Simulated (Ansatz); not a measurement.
# linear B chain under tension and compression

Does stretching change the magnetism or the channel count of the linear B chain?

Main program and level: Ansatz 0.2.0; DFT PBE, plane waves, PAW; relaxation of a chain's period, in the first sound run; inputs show where later runs differ.

### Step 1. The structure

The cell holds 1 atom: 1 B. Cell: a = 7.500 Å, b = 7.500 Å, c = 1.562 Å, α = 90.0°, β = 90.0°, γ = 90.0°. Vacuum lies along a and b. The structure's axis is c.

### Step 2. Relaxing the period

Band widths follow the bond lengths, so the chain is relaxed first. The atoms and the third cell vector are free; the box across stays fixed as vacuum. Moments are seeded so that a magnetic state can form if it lies lower. A Fermi-Dirac smearing is set since the result may be a metal. The pressure printed is a third of the stress's trace over the whole box, vacuum included; only the stress along the axis is relaxed.

Contents of input.yaml:

```yaml
crystal:
  lattice:
    - [7.5, 0.0, 0.0]
    - [0.0, 7.5, 0.0]
    - [0.0, 0.0, 1.5624]
  atoms:
    - { symbol: B, position: [0.5, 0.5, 0.0], spin: 0.3 }
magnetization:
  spin_polarized: true
kpoints:
  mp_grid: { grid: [1, 1, 52] }
scf:
  occupations: { method: fermi_dirac, width: 0.05 }
hamiltonian:
  xc: pbe
relax:
  cell: { fix: [a, b, alpha, beta, gamma] }
  max_steps: 60
```

The run is started by

```sh
ansatz run input.yaml --threads 4 --pin off --max-ram 8192MiB --backend cpu --events-out ev --progress --plain --runs-dir out
```

Numbers of over 12 decimals in the logs are rounded to 6 here.

What it wrote:

```text
Engine: ansatz 0.2.0, aarch64-unknown-linux-gnu
Pseudopotentials: kind: paw
Pseudopotential: B, paw, valence charge 3, recommended cutoff 420 eV (normal), B.paw.azcp
Functional definition: PBE
  parameter kappa = 0.804
  parameter beta = 0.066725
  exchange = pbe_x(kappa = kappa, mu = beta*pi^2/3)
  correlation = pbe_c(beta = beta)
Crystal: 1 atoms, lattice volume = 87.885 Å³
Basis set: ecut = 420 eV, 1733 PW (Γ), exchange–correlation on 108×108×24 points (8 copies of the dense FFT grid, shifted against one another)
Bands: 6, of which v1, the nominal top of the filled ones, is band 2 counted from 1 (1 counted from 0)
Symmetry: 16 space group operations
Space group: P4/mmm (ITA 123), of the structure as read, at distance tolerance 4.4e-5 Å
Magnetic group: BNS 123.339 (UNI 999), of the structure as read, at distance tolerance 4.4e-5 Å
k-points: 27 of 52
Non-local potential: B, projectors of the file, l = 0: 2, l = 1: 2, l = 2: 1
PAW form: soft (Blöchl's): semilocal exchange-correlation on the pseudo side does not see the compensation charge
PAW one-centre angular grid: B, 110 points (default); XC on 64 Gauss nodes
Initial density: superposition of atomic densities (neutral atoms: chi_scale 0, normalization atom)
Starting moments: Σ|m| = 0.3 μB on 1 of 1 site
Initial wavefunctions: pseudopotential atomic-orbital guess
Functional: x = pbe(κ = 0.804, μ = 0.219515), c = pbe(β = 0.066725)
SCF iter   1: F=—  HF=-154.910831 eV  |F-HF|=—  |Δ(HF+E_count)|=         —  Δρ=2.35e-2 (↑1.93e-2 ↓2.35e-2)  dr2=1.64e0  dr2_m=9.03e-3  M=0.125 μB ∫|m|=0.125 μB  β_m=0.30  ethr=3.10e-3  ⟨swp⟩=6.3  Hψ=2914  notcnv=0
preconditioner: auto → none  [insulator: Δε(μ)=0.137 eV  Ē_g=14.159 eV  σ=0.050 eV  W_gap=0.59  n_scr=8 (ndim 8)  ℏωp=6.9 eV  f_vac=0.588  D(μ)=0.56/eV (n_scr^D=4)  ε∞_Penn≈1.2]
SCF iter   2: F=—  HF=-154.428821 eV  |F-HF|=—  |Δ(HF+E_count)|=   4.82e-1  Δρ=1.45e-2 (↑1.14e-2 ↓1.45e-2)  dr2=5.24e-1  dr2_m=6.09e-3  M=0.107 μB ∫|m|=0.107 μB  β_m=0.30  ethr=3.10e-3  ⟨swp⟩=2.4  Hψ=1041  notcnv=0  defer=20
preconditioner: auto → LDOS  [metal: Δε(μ)=0.079 eV  Ē_g=13.345 eV  σ=0.050 eV  W_gap=0.38  n_scr=8 (ndim 8)  ℏωp=6.9 eV  f_vac=0.620  D(μ)=0.70/eV (n_scr^D=8)]
spin=Collinear: LDOS preconditioning applied to the charge; magnetization (m = ρ↑ − ρ↓) channel mixes plain (no charge-response kernel on spin).
SCF iter   3: F=—  HF=-154.228682 eV  |F-HF|=—  |Δ(HF+E_count)|=   2.00e-1  Δρ=3.81e-3 (↑3.81e-3 ↓3.08e-3)  dr2=1.64e-2  dr2_m=4.26e-3  M=0.085 μB ∫|m|=0.086 μB  β_m=0.30  ethr=3.10e-3  ⟨swp⟩=2.8  Hψ=633  notcnv=0  defer=20
SCF iter   4: F=—  HF=-154.228725 eV  |F-HF|=—  |Δ(HF+E_count)|=   4.31e-5  Δρ=2.69e-3 (↑2.69e-3 ↓2.53e-3)  dr2=5.83e-3  dr2_m=2.83e-3  M=0.067 μB ∫|m|=0.068 μB  β_m=0.30  ethr=5.46e-4  ⟨swp⟩=2.0  Hψ=598  notcnv=0  defer=33
SCF iter   5: F=—  HF=-154.230470 eV  |F-HF|=—  |Δ(HF+E_count)|=   1.74e-3  Δρ=1.64e-3 (↑1.64e-3 ↓1.54e-3)  dr2=1.67e-4  dr2_m=1.89e-3  M=0.051 μB ∫|m|=0.052 μB  β_m=0.30  ethr=1.94e-4  ⟨swp⟩=2.0  Hψ=486  notcnv=0  defer=33
SCF iter   6: F=—  HF=-154.232353 eV  |F-HF|=—  |Δ(HF+E_count)|=   1.88e-3  Δρ=1.30e-3 (↑1.30e-3 ↓1.29e-3)  dr2=5.03e-5  dr2_m=1.30e-3  M=0.039 μB ∫|m|=0.039 μB  β_m=0.30  ethr=5.56e-6  ⟨swp⟩=2.6  Hψ=480  notcnv=0  defer=33
SCF iter   7: F=—  HF=-154.233660 eV  |F-HF|=—  |Δ(HF+E_count)|=   1.31e-3  Δρ=1.04e-3 (↑1.04e-3 ↓1.04e-3)  dr2=6.24e-7  dr2_m=8.71e-4  M=0.029 μB ∫|m|=0.030 μB  β_m=0.30  ethr=1.68e-6  ⟨swp⟩=2.0  Hψ=593  notcnv=0  defer=33
SCF iter   8: F=—  HF=-154.234399 eV  |F-HF|=—  |Δ(HF+E_count)|=   7.39e-4  Δρ=8.44e-4 (↑8.44e-4 ↓8.44e-4)  dr2=2.11e-7  dr2_m=5.73e-4  M=0.022 μB ∫|m|=0.023 μB  β_m=0.30  ethr=2.08e-8  ⟨swp⟩=3.0  Hψ=464  notcnv=0  defer=33
Mixer restart at iter 8: flushing history
spin-set hold released at iteration 8 (site moments contracting): the magnetisation degrees of freedom join the quasi-Newton model from the next iteration; the mixer history was flushed
SCF iter   9: F=—  HF=-154.234901 eV  |F-HF|=—  |Δ(HF+E_count)|=   5.02e-4  Δρ=6.77e-4 (↑6.77e-4 ↓6.77e-4)  dr2=1.22e-7  dr2_m=3.70e-4  M=0.017 μB ∫|m|=0.018 μB  β_m=0.53  ethr=7.04e-9  ⟨swp⟩=3.1  Hψ=461  notcnv=0  defer=33
SCF iter  10: F=—  HF=-154.235810 eV  |F-HF|=—  |Δ(HF+E_count)|=   9.09e-4  Δρ=1.01e-4 (↑1.01e-4 ↓1.01e-4)  dr2=8.19e-10  dr2_m=8.21e-6  M=0.003 μB ∫|m|=0.003 μB  β_m=0.80  ethr=4.06e-9  ⟨swp⟩=3.8  Hψ=534  notcnv=0  defer=33
SCF iter  11: F=—  HF=-154.235841 eV  |F-HF|=—  |Δ(HF+E_count)|=   3.10e-5  Δρ=2.30e-5 (↑2.29e-5 ↓2.30e-5)  dr2=9.00e-11  dr2_m=4.24e-7  M=0.001 μB ∫|m|=0.001 μB  β_m=0.90  ethr=2.73e-11  ⟨swp⟩=5.1  Hψ=796  notcnv=0
SCF iter  12: F=—  HF=-154.235842 eV  |F-HF|=—  |Δ(HF+E_count)|=   1.41e-6  Δρ=5.20e-7 (↑5.20e-7 ↓5.07e-7)  dr2=1.09e-12  dr2_m=2.12e-10  M=0.000 μB ∫|m|=0.000 μB  β_m=0.95  ethr=3.00e-12  ⟨swp⟩=4.6  Hψ=744  notcnv=0
SCF iter  13: F=-154.235842 eV  HF=-154.235842 eV  |F-HF|=3.98e-12  |Δ(HF+E_count)|=  9.54e-10  Δρ=4.39e-8 (↑3.39e-8 ↓4.39e-8)  dr2=1.47e-13  dr2_m=1.21e-12  M=0.000 μB ∫|m|=0.000 μB  ethr=1.00e-12  ⟨swp⟩=3.0  Hψ=589  notcnv=0
WARN: the starting moments were not kept: the SCF closed with an absolute magnetisation of 5.6e-7 μB, where they sum to 0.3 μB in size (1 site). That is at most 0.1 of that sum. Measured as dr2_m measures the in/out step, that magnetisation stands 6.6e-14 eV from none, at or under the dr2_threshold of 1.0e-7 eV: it is no larger than a step whose dr2_m would equal this threshold. The system may hold no moment; this SC [...]
SCF 1 converged in 13 iterations: F = -154.235842 eV  dr2 = 1.47e-13
  greatest PAW one-centre occupation: 0.592 electrons in one spin orbital (limit 2), on the B atom at site 0 (counted from 0), in its partial waves of l = 0
relax step   1: F+E_penalty+E_count = -154.23584231 eV  Δ(F+E_penalty+E_count) = +0.000e0 eV  max|allowed force component| = 0.000e0 eV/Å  Δτ_max = 0.0000 Å  P = -0.327 GPa  Ω = 87.885 Å³  fix = [a, b, alpha, beta, gamma]  reactions: a +0.061, b +0.061 GPa  (13 SCF iters, dr2 threshold 1.00e-7 eV, accepted)
Crystal: 1 atoms, lattice volume = 87.414 Å³
Basis set: ecut = 420 eV, 1725 PW (Γ), exchange–correlation on 108×108×24 points (8 copies of the dense FFT grid, shifted against one another)
Initial density: handed on by an earlier stage of this run
Starting moments: Σ|m| = 0.3 μB on 1 of 1 site; this step starts from the density that it was given
Initial wavefunctions: those handed on with the density
iter 1 solved again at ethr=1.62e-5 eV; its pass at ethr=3.10e-3 eV (dr2=4.87e-4 eV) is discarded
[...]
Crystal: 1 atoms, lattice volume = 87.134 Å³
iter 1 solved again at ethr=5.92e-6 eV; its pass at ethr=3.10e-3 eV (dr2=1.77e-4 eV) is discarded
SCF iter   1: F=—  HF=-154.238648 eV  |F-HF|=—  |Δ(HF+E_count)|=         —  Δρ=2.31e-4 (↑2.09e-4 ↓2.31e-4)  dr2=2.06e-4  dr2_m=2.11e-7  M=0.000 μB ∫|m|=0.000 μB  β_m=0.30  ethr=5.92e-6  ⟨swp⟩=2.0  Hψ=3394  notcnv=0
preconditioner: auto → none  [insulator: Δε(μ)=0.287 eV  Ē_g=12.595 eV  σ=0.050 eV  W_gap=0.89  n_scr=8 (ndim 8)  ℏωp=6.9 eV  f_vac=0.647  D(μ)=0.31/eV (n_scr^D=0)  ε∞_Penn≈1.3]
SCF iter   2: F=—  HF=-154.238581 eV  |F-HF|=—  |Δ(HF+E_count)|=   6.70e-5  Δρ=1.31e-4 (↑1.16e-4 ↓1.31e-4)  dr2=5.60e-5  dr2_m=1.17e-7  M=0.000 μB ∫|m|=0.000 μB  β_m=0.47  ethr=5.92e-6  ⟨swp⟩=1.4  Hψ=375  notcnv=0
SCF iter   3: F=—  HF=-154.238557 eV  |F-HF|=—  |Δ(HF+E_count)|=   2.43e-5  Δρ=1.61e-5 (↑1.47e-5 ↓1.61e-5)  dr2=3.00e-7  dr2_m=1.68e-8  M=0.000 μB ∫|m|=0.000 μB  β_m=0.68  ethr=1.87e-6  ⟨swp⟩=2.0  Hψ=405  notcnv=0
iter 4 did not close the SCF: its close was put off for a magnetic moment that had not settled (scf_convergence_deferred on its scf_iter line)
SCF iter   4: F=-154.238557 eV  HF=-154.238557 eV  |F-HF|=1.81e-9  |Δ(HF+E_count)|=   5.38e-9  Δρ=1.73e-6 (↑1.73e-6 ↓1.39e-6)  dr2=2.15e-9  dr2_m=7.95e-10  M=0.000 μB ∫|m|=0.000 μB  β_m=0.84  ethr=3.33e-9  ⟨swp⟩=4.0  Hψ=747  notcnv=0
iter 5 did not close the SCF: its close was put off for a magnetic moment that had not settled (scf_convergence_deferred on its scf_iter line)
SCF iter   5: F=-154.238557 eV  HF=-154.238557 eV  |F-HF|=1.33e-10  |Δ(HF+E_count)|=   2.41e-9  Δρ=2.97e-7 (↑2.97e-7 ↓2.77e-7)  dr2=9.51e-12  dr2_m=6.21e-11  M=0.000 μB ∫|m|=0.000 μB  β_m=0.92  ethr=7.17e-11  ⟨swp⟩=1.2  Hψ=905  notcnv=0
SCF iter   6: F=-154.238557 eV  HF=-154.238557 eV  |F-HF|=3.24e-12  |Δ(HF+E_count)|=  1.88e-10  Δρ=4.59e-8 (↑4.10e-8 ↓4.59e-8)  dr2=2.54e-13  dr2_m=1.45e-12  M=0.000 μB ∫|m|=0.000 μB  ethr=1.00e-12  ⟨swp⟩=1.0  Hψ=899  notcnv=0
the starting moments were not kept: the SCF closed with an absolute magnetisation of 1.1e-6 μB, where they sum to 0.3 μB in size (1 site). That is at most 0.1 of that sum. Measured as dr2_m measures the in/out step, that magnetisation stands 3.3e-13 eV from none, at or under the dr2_threshold of 1.0e-7 eV: it is no larger than a step whose dr2_m would equal this threshold.
SCF 3 converged in 6 iterations: F = -154.238557 eV  dr2 = 2.54e-13
  greatest PAW one-centre occupation: 0.598 electrons in one spin orbital (limit 2), on the B atom at site 0 (counted from 0), in its partial waves of l = 0
relax step   3: F+E_penalty+E_count = -154.23855667 eV  Δ(F+E_penalty+E_count) = -3.991e-4 eV  max|allowed force component| = 0.000e0 eV/Å  Δτ_max = 0.0000 Å  P = +0.045 GPa  Ω = 87.134 Å³  energy of the carried Pulay correction = +1.264e-4 eV  fix = [a, b, alpha, beta, gamma]  reactions: a +0.062, b +0.062 GPa  (6 SCF iters, dr2 threshold 1.00e-7 eV, accepted)
Initial wavefunctions: pseudopotential atomic-orbital guess (no wavefunctions were taken with the density)
iter 1 solved again at ethr=3.92e-7 eV; its pass at ethr=3.10e-3 eV (dr2=1.18e-5 eV) is discarded
SCF iter   1: F=—  HF=-154.238446 eV  |F-HF|=—  |Δ(HF+E_count)|=         —  Δρ=6.34e-6 (↑6.34e-6 ↓6.33e-6)  dr2=1.37e-8  dr2_m=1.44e-12  M=0.000 μB ∫|m|=0.000 μB  β_m=0.30  ethr=3.92e-7  ⟨swp⟩=3.1  Hψ=3810  notcnv=0
eigensolver tolerance schedule: the retry pair's looser diagonalisation over-reported the residual by 857.92 of it (diagonalisation noise at 0.12 of the residual, at the tolerance the schedule requests for it); recorded, not acted on — ethr = c·dr2/N_el stays at c = 1.0e-1
preconditioner: auto → none  [insulator: Δε(μ)=0.288 eV  Ē_g=12.576 eV  σ=0.050 eV  W_gap=0.89  n_scr=8 (ndim 8)  ℏωp=6.9 eV  f_vac=0.648  D(μ)=0.31/eV (n_scr^D=0)  ε∞_Penn≈1.3]
SCF iter   2: F=—  HF=-154.238446 eV  |F-HF|=—  |Δ(HF+E_count)|=   2.74e-7  Δρ=4.47e-6 (↑4.47e-6 ↓4.46e-6)  dr2=6.77e-9  dr2_m=9.04e-13  M=0.000 μB ∫|m|=0.000 μB  β_m=0.65  ethr=4.56e-10  ⟨swp⟩=2.3  Hψ=432  notcnv=0
SCF iter   3: F=—  HF=-154.238446 eV  |F-HF|=—  |Δ(HF+E_count)|=   3.17e-8  Δρ=1.08e-7 (↑1.08e-7 ↓1.04e-7)  dr2=3.83e-11  dr2_m=5.55e-14  M=0.000 μB ∫|m|=0.000 μB  β_m=0.58  ethr=2.26e-10  ⟨swp⟩=2.1  Hψ=406  notcnv=0
SCF iter   4: F=-154.238446 eV  HF=-154.238446 eV  |F-HF|=2.16e-12  |Δ(HF+E_count)|=  1.58e-10  Δρ=4.23e-8 (↑4.23e-8 ↓3.88e-8)  dr2=3.72e-12  dr2_m=2.61e-14  M=0.000 μB ∫|m|=0.000 μB  ethr=1.00e-12  ⟨swp⟩=5.4  Hψ=860  notcnv=0
the starting moments were not kept: the SCF closed with an absolute magnetisation of 1.5e-7 μB, where they sum to 0.3 μB in size (1 site). That is at most 0.1 of that sum. Measured as dr2_m measures the in/out step, that magnetisation stands 6.0e-15 eV from none, at or under the dr2_threshold of 1.0e-11 eV: it is no larger than a step whose dr2_m would equal this threshold.
SCF 4 converged in 4 iterations: F = -154.238446 eV  dr2 = 3.72e-12
relax step   4: F+E_penalty+E_count = -154.23844643 eV  Δ(F+E_penalty+E_count) = +1.102e-4 eV  max|allowed force component| = 0.000e0 eV/Å  Δτ_max = 0.0000 Å  P = +0.043 GPa  Ω = 87.134 Å³  fix = [a, b, alpha, beta, gamma]  reactions: a +0.061, b +0.061 GPa  stress off target by 7.02e-3 GPa on what of the cell is left free  SCF on the basis re-selected at this cell (its energy is not comparable with the rows above)  (4 SCF iters)
basis re-selected at this cell: Δ(F+E_penalty+E_count) = +1.102e-4 eV, ΔP = -0.002 GPa vs the last step (what re-selecting the basis moved, of the pressure what is left beyond the Pulay correction that the steps carried, after the strain that the cell walked since its last selection, with what the two solves' SCF thresholds leave and, on support functions, any second-order correction that the steps lacked; it is no measure of the basis error at this ecutwfc). This SCF's stress stands 7.02e-3 GPa from its target on what of the cell is left free (relax.cell.stress_tol is 5.00e-2 GPa) and its largest allowed force component is 0.00e0 eV/Å (relax.f_tol is 1.00e-2 eV/Å): [rest of the remark cut]
SCF converged after 4 iterations
Magnetization: 0.0000 μB (1.5000 up, 1.5000 down)
Absolute magnetization: 0.0000 μB (∫|ρ↑−ρ↓|, with the PAW one-centre terms)
Spin contamination: 0.0000 ħ² per cell (⟨S²⟩ above its minimum at these occupations)
Per-site moments (μB) at R_I (Å): [(2.357552944001209e-8, 0.638982)]
Free energy (F): -154.238446 eV
Harris-Foulkes:  -154.238446 eV  (|F-HF|=2.16e-12)
Internal energy: -154.235215 eV  (E = F + TS)
E sigma→0 (E₀):  -154.236831 eV
Entropy (-TS):   -0.003232 eV (-3.232 meV/atom)
Fermi energy:    -4.521076 eV
--- Per-component energies (eV) ---
  E_band       = -25.423237
  E_kinetic    = 43.758101
  E_local      = -186.356920  (includes V_loc(G=0)·N_el)
  E_nonlocal   = 13.572526
  E_hartree    = 70.550116
  E_xc         = -29.654254
  E_vxc        = -34.684663  (∫ρ·V_xc dr)
  E_paw        = -78.720908  (= ΣΔE_a)
  E_vpaw       = -2.812531  (= ΣTr[D̂ρ^β])
  E_aug_tail   = -0.000003  (compensation charges beyond the density's cutoff)
  E_ewald      = 12.616128
  E_smearing   = -0.003232  (= −TS)
  E_closure    = -0.000000  (closes the sum)
  Σ components = -154.238446   (vs F -154.238446, Δ=0.00e0)
--- Forces (eV/Å), atoms counted from 1 ---
  atom   1  B      0.00000000    -0.00000000     0.00000000
  max |Σ_I F_I| component: 7.89e-31 eV/Å
--- Stress (GPa, compression-positive) ---
        0.061141       0.000000       0.000000
        0.000000       0.061141       0.000000
        0.000000       0.000000       0.007015
  P = ⅓ Tr σ = 0.0431 GPa (0.431 kbar)
--- Relaxed structure (3 steps of the walk, 3 accepted, 1 SCFs on fresh bases) ---
  F+E_penalty+E_count = -154.23844643 eV   max|allowed force component| = 0.000e0 eV/Å   (the final SCF, on the basis selected at the relaxed cell)
  cell:  # Å, volume = 87.1339 Å³
    - [7.5, 0.0, 0.0]
    - [0.0, 7.5, 0.0]
    - [0.0, 0.0, 1.549048]
  atoms:
    - { symbol: B, position: [0.5, 0.5, 0.0] }
```

Run time: 2.1 s. Hardware: 4 threads of Arm Neoverse V2, shared host; peak memory 0.32 GiB.

The steps of the relaxation:

```tsv
step	energy less that of the first step (eV)	largest force component (eV/Å)	pressure (GPa)	volume (Å³)
1	0.0000	0.0000	-0.33	87.89
2	-0.0023	0.0000	-0.10	87.41
3	-0.0027	0.0000	0.05	87.13
4*	-0.0026	0.0000	0.04	87.13
```

Relaxation steps marked * repeat the geometry before them on a plane-wave basis chosen anew for their cell, so energy and pressure can jump there.

```tsv
cell as run	before	after	change
c (Å)	1.562	1.549	-0.9 %
```

Final coordinates:

```cif
data_structure
_symmetry_space_group_name_H-M 'P 1'
_symmetry_Int_Tables_number 1
_cell_length_a 7.5000
_cell_length_b 7.5000
_cell_length_c 1.5490
_cell_angle_alpha 90.000
_cell_angle_beta 90.000
_cell_angle_gamma 90.000
_cell_volume 87.13
loop_
_atom_site_label
_atom_site_type_symbol
_atom_site_fract_x
_atom_site_fract_y
_atom_site_fract_z
_atom_site_occupancy
B1 B 0.50000 0.50000 0.00000 1
```

Numbers from this step:

```yaml
energy_at_zero_smearing: -154.2368 eV
cell_length_along_the_wire: 1.549 Å
```

The cell's length comes to 1.549 Å with no moment.

### Step 3. At a set period, period over the relaxed period 0.88, k-mesh 1×1×59

This step: DFT PBE, plane waves, PAW; channels and complex bands of a perfect chain (Ansatz 0.2.0).

The period is set to 0.88 times the relaxed one: shorter bonds widen the bands.

The cell differs from the one that the last finished run ended in (c 1.549 → 1.363 Å).

input.yaml, the sections that differ from step 2:

```yaml
crystal:
  lattice:
    - [7.5, 0.0, 0.0]
    - [0.0, 7.5, 0.0]
    - [0.0, 0.0, 1.3631618403]
  atoms:
    - { symbol: B, position: [0.5, 0.5, 0.0], spin: 0.3 }
kpoints:
  mp_grid: { grid: [1, 1, 59] }
output:
  transmission:
    e_range: [-2, 2]
    de: 0.035
    kmesh: [1, 1]
    reduced_basis: true
    leads: [[0, 0]]
  stress: true
# magnetization, scf, hamiltonian: as in step 2
# relax: removed
```

What it wrote:

```text
[...]
Crystal: 1 atoms, lattice volume = 76.678 Å³
Basis set: ecut = 420 eV, 1517 PW (Γ)
Bands: 6, of which v1, the nominal top of the filled ones, is band 2 counted from 1 (1 counted from 0)
Symmetry: 16 space group operations
[...]
k-points: 30 of 59
[...]
Starting moments: Σ|m| = 0.3 μB on 1 of 1 site
[...]
SCF iter   1: F=—  HF=-155.026589 eV  |F-HF|=—  |Δ(HF+E_count)|=         —  Δρ=3.46e-2 (↑2.97e-2 ↓3.46e-2)  dr2=3.27e0  dr2_m=1.20e-2  M=0.101 μB ∫|m|=0.101 μB  β_m=0.30  ethr=3.10e-3  ⟨swp⟩=5.7  Hψ=3440  notcnv=0
[...]
SCF iter  13: F=-153.548404 eV  HF=-153.548404 eV  |F-HF|=8.24e-13  |Δ(HF+E_count)|=  7.96e-13  Δρ=4.51e-8 (↑3.31e-8 ↓4.51e-8)  dr2=2.35e-12  dr2_m=7.61e-13  M=0.000 μB ∫|m|=0.000 μB  ethr=2.41e-12  ⟨swp⟩=2.0  Hψ=595  notcnv=0
SCF 1 converged in 13 iterations: F = -153.548404 eV  dr2 = 2.35e-12
[...]
transmission: 4 of 24 steps passed
transmission: 6 of 24 steps passed
[...]
transmission: 24 of 24 steps passed
SCF converged after 13 iterations
Magnetization: 0.0000 μB (1.5000 up, 1.5000 down)
Absolute magnetization: 0.0000 μB (∫|ρ↑−ρ↓|, with the PAW one-centre terms)
[...]
Per-site moments (μB) at R_I (Å): [(5.489645252934801e-8, 0.562304)]
Free energy (F): -153.548404 eV
[...]
Internal energy: -153.545439 eV  (E = F + TS)
E sigma→0 (E₀):  -153.546921 eV
Entropy (-TS):   -0.002965 eV (-2.965 meV/atom)
Fermi energy:    -4.861581 eV
[...]
--- Stress (GPa, compression-positive) ---
        0.049182       0.000000       0.000000
        0.000000       0.049182       0.000000
        0.000000       0.000000      24.187578
  P = ⅓ Tr σ = 8.0953 GPa (80.953 kbar)
--- Band table (eV; the first three rows and the last of 60) ---
[...]
--- Transmission ---
  basis      : 497 plane waves across, 2 finite elements along
  points     : 1, standing for a mesh of 1 x 1
  filling    : by the input's occupations and mesh, since the crystals that have channels conduct as metals do. If one of these is a semiconductor, that mesh has misplaced its level
  energies   : 115 from -2.000000 to 1.990000 eV about the Fermi level, 0.035000 eV apart; the leads are filled to 0.000000 eV, and channels, transmission and decay are at -0.005000 eV
  crystal 0  : B1, at the sites [0, 0], period 1.3632 Å: whole cells are its period
    offset         : up to 0.0000 Å between an atom of the period and one for which it stands
    filled         : 27.9 meV under the level at which it is neutral
    channels       : 2.000000e0 up, 2.000000e0 down
    conductance    : 2.7549e14 S/m² at 300 K; may be off by some 0.0 % by where its bands' edges are placed, 0.0 % from the distance to neutral
```

Run time: 5.5 s. Hardware: 4 threads; peak memory 0.32 GiB; 18 s of CPU time.

Reading the cycles: dr2 is the Hartree energy of the density residual (eV), the measure of convergence; HF is the Harris–Foulkes estimate of the energy, which meets the free energy F at convergence.

Numbers from this step:

```
energy at zero smearing                                   : -153.5469 eV
channels at the energy nearest the Fermi level, spin up   : 2
channels at the energy nearest the Fermi level, spin down : 2
conductance of the lead as this run defines it            : 2.000 G₀
band gap                                                  : 0 eV
```

The open channels of the lead by energy, zero at the Fermi level:

```tsv
energy (eV)	spin up	spin down
-1.300	0	0
-1.195	2	2
-1.090	2	2
-0.985	2	2
-0.915	2	2
-0.810	2	2
-0.705	2	2
-0.600	2	2
-0.495	2	2
-0.390	2	2
-0.285	2	2
-0.215	2	2
-0.110	2	2
-0.005	2	2
0.100	2	2
0.205	2	2
0.310	2	2
0.415	2	2
0.485	2	2
0.590	2	2
0.695	2	2
0.800	2	2
0.905	2	2
1.010	2	2
1.115	2	2
1.185	2	2
1.290	2	2
1.395	2	2
1.500	2	2
1.605	2	2
1.710	2	2
1.815	2	2
1.885	2	2
```

At the computed energy nearest the Fermi level there are 2 spin-up and 2 spin-down channels, and the thermal average gives 2.00 G₀.

(Part 1 of 2 ends here.)

[Logs are printed without paths, hosts, clocks, repeated set-up lines and the standing remarks that a program may print on its own settings, such as how far it seeks lower states.]

[Hosts, paths, dates, database ids (printed as entryN), source tags and the programs' standing remarks are cut or masked in the printed files.]
